### Assigning the vibrations of zincblende AlN

A crystal with two atoms in its primitive cell has six vibrations at every wave vector. Three are called acoustic and three optical. When the wave is long, neighbouring atoms move together in the acoustic ones, while Al and N move against each other in the optical ones. Eight such vibrations of zincblende AlN, from a density-functional calculation, are lettered below in shuffled order. The question is which row of the full list each belongs to, and what kind of motion it is.

ABINIT 10.8.3, density-functional perturbation theory with the PBEsol functional and JTH PAW PBE v2.0 datasets, for zincblende AlN in its relaxed two-atom cell. The plane-wave cutoff is 544 eV, with a 4×4×4 k mesh (four shifts) and a 2×2×2 phonon q mesh; the acoustic sum rule is imposed. Candidates: 7, 10, 1, 8, 4, 15, 9, 6.

```tsv
row	phonon q row (row)	phonon frequency (cm⁻¹)
A	1	656.8
B	2	638.9
C	2	208.9
D	2	208.9
E	1	0.0
F	3	581.8
G	1	656.8
H	2	572.2
```

The phonon q row gives the wave vector: 1 is Γ, where every cell moves alike, while 2 and 3 are the zone-boundary points L and X. The candidates are row numbers, and these count upward in frequency within each wave vector. Rows 1 to 6 therefore belong to Γ, rows 7 to 12 to L and rows 13 to 18 to X.

E is the simplest case. At Γ an acoustic vibration is a shift of the whole crystal, which stretches no bond and so has zero frequency. E is row 1. Its exact zero was imposed on the calculation as a sum rule, so it is no measure of numerical quality.

At L the order in frequency has a mechanical reason. A transverse acoustic wave moves atoms sideways and mainly bends the tetrahedral bonds, whereas a longitudinal one moves them along the wave and stretches bonds, which costs far more energy. C and D, equal at 208.9 cm⁻¹, are the transverse pair in rows 7 and 8. H, 363 cm⁻¹ higher, is the longitudinal acoustic mode in row 9.

F is the only value at X, so it must be row 15, the third of the six and thus the highest acoustic mode. Its frequency alone would not have placed it, because it lies only about 10 cm⁻¹ above H. Longitudinal acoustic waves at the two boundary points have almost the same frequency here, and it takes the wave vector to tell them apart.

B takes row 10, the lowest optical mode at L. The row is sure, but the kind of motion is not. Symmetry at L joins the two transverse modes in an equal pair and leaves the longitudinal one single. B stands alone among the eight, yet its twin may simply be outside this selection.

A and G share rows 4 and 6, and since their frequencies are equal, nothing can decide which is which. The same holds for C and D, and in both cases the choice has no physical content. The equality of A and G does have content. Rows 4 and 6 are the lowest and the highest optical modes at Γ, so row 5 between them must have the same frequency too.

### The labels, and a puzzle at Γ

The rows with their labels:

```tsv
row	phonon q row (row)	phonon frequency (cm⁻¹)
1	1	0.0
2	1	0.0
3	1	0.0
4	1	656.8
5	1	656.8
6	1	656.8
7	2	208.9
8	2	208.9
9	2	572.2
10	2	638.9
11	2	638.9
12	2	707.7
13	3	323.9
14	3	323.9
15	3	581.8
16	3	651.4
17	3	651.4
18	3	692.7
```

A is row 6 and G is row 4; C is row 7 and D is row 8. B, in row 10, has an equal partner in row 11 and is therefore transverse, while the longitudinal optical mode at L is the single value of 707.7 cm⁻¹. F is single as well, which fits a longitudinal mode. These names rest on symmetry and order, not on an inspection of the atomic motions.

The puzzle is the threefold level of 656.8 cm⁻¹ at Γ. Read literally, the table says that the highest branch rises from Γ to both boundary points. It also says that longitudinal and transverse optical waves have the same frequency at long wavelength, which contradicts the polar character of AlN.

When Al and N move against each other along the direction of the wave, their charges pile up in sheets, as on the plates of a capacitor. The electric field between the sheets pulls the atoms back and stiffens the motion. A transverse wave builds up no such sheets and keeps its frequency. The listed values at Γ are those of a crystal without this macroscopic field, so all three optical modes there have the transverse frequency.

### Restoring the field

The size of the effect follows from three steps. A relative displacement $u$ of the two sublattices creates a polarisation $eZ^*u/V$, where $Z^*$ is the charge that effectively moves with an atom and $V$ the cell volume. In a longitudinal wave this polarisation produces an opposing field, $4\pi$ times as large in Gaussian units and weakened by the electronic dielectric constant $\varepsilon_\infty$. The field acts on the charge $eZ^*$ and adds to the force constant:

$$\omega_\mathrm{LO}^2=\omega_\mathrm{TO}^2+\frac{4\pi e^2 Z^{*2}}{\varepsilon_\infty V\mu},\qquad \mu=\frac{m_\mathrm{Al}\,m_\mathrm{N}}{m_\mathrm{Al}+m_\mathrm{N}}$$

Here $\omega_\mathrm{LO}$ and $\omega_\mathrm{TO}$ are the longitudinal and transverse optical frequencies.

The same calculation gives $Z^*=2.537$ and $\varepsilon_\infty=4.676$, and the volume is $V=2\times10.52$ Å³. With $e^2=14.40$ eV Å the added force constant is

$$\frac{4\pi\times14.40\times2.537^2}{4.676\times21.04}\approx11.84\ \text{eV/Å}^2.$$

The masses of 27 and 14 give $\mu=9.22$ atomic mass units. The square root of the added force constant divided by $\mu$, converted to a wavenumber, gives the field term alone: about 591 cm⁻¹. Frequencies add in squares:

$$\omega_\mathrm{LO}\approx\sqrt{656.8^2+591^2}\approx884\ \text{cm}^{-1}.$$

The longitudinal mode thus lies about 227 cm⁻¹ above the transverse one, and the picture of the top branch turns round. Instead of rising away from Γ, it falls by 176 cm⁻¹ to L and by 191 cm⁻¹ to X. The transverse optical level hardly moves, staying within 18 cm⁻¹ over the three wave vectors.

The table allows a partial test of this estimate. If short-range forces acted only between unlike atoms, the six squared frequencies would have the same sum at every wave vector, because the electrostatic forces between point charges, macroscopic field included, cancel from that sum. As listed, the sum at Γ reaches only 75 % of that at L and 69 % of that at X. With the restored mode it reaches 95 % and 88 %. In a harmonic crystal only forces between like atoms can make this sum vary with the wave vector. Apart from numerical errors, the remainder therefore comes from forces of that kind beyond those between point charges. The printed output after this section collects the ratios of these sums and the differences quoted above.

For anyone comparing such a list with an infrared or Raman spectrum, the practical rule is to look at the optical modes at Γ first. If a cubic polar crystal with two atoms per cell shows three equal values there, they are the transverse frequency, and the longitudinal line is missing. It can be added from the effective charge and the dielectric constant, as was done here. The numbers here apply to zincblende AlN; the stable wurtzite form has four atoms per cell and therefore more lines.

Numerical output:

```
modes at Gamma with the highest listed frequency: 3
modes at L with the frequency of the lower optical level: 2
longitudinal acoustic, X less L, in 1/cm: 9.6
transverse acoustic, X less L, in 1/cm: 115
at L, longitudinal less transverse acoustic, in 1/cm: 363.3
at L, longitudinal less transverse optical, in 1/cm: 68.8
transverse optical, Gamma less L, in 1/cm: 17.9
transverse optical, Gamma less X, in 1/cm: 5.4
estimated longitudinal optical frequency near Gamma, in 1/cm: 883.5
estimated longitudinal less transverse optical near Gamma, in 1/cm: 226.7
fall of the top branch from restored Gamma to L, in 1/cm: 175.8
fall of the top branch from restored Gamma to X, in 1/cm: 190.8
sum of squares, Gamma as listed over L and over X: 0.7472, 0.6896
sum of squares, Gamma restored over L and over X: 0.9488, 0.8756
```
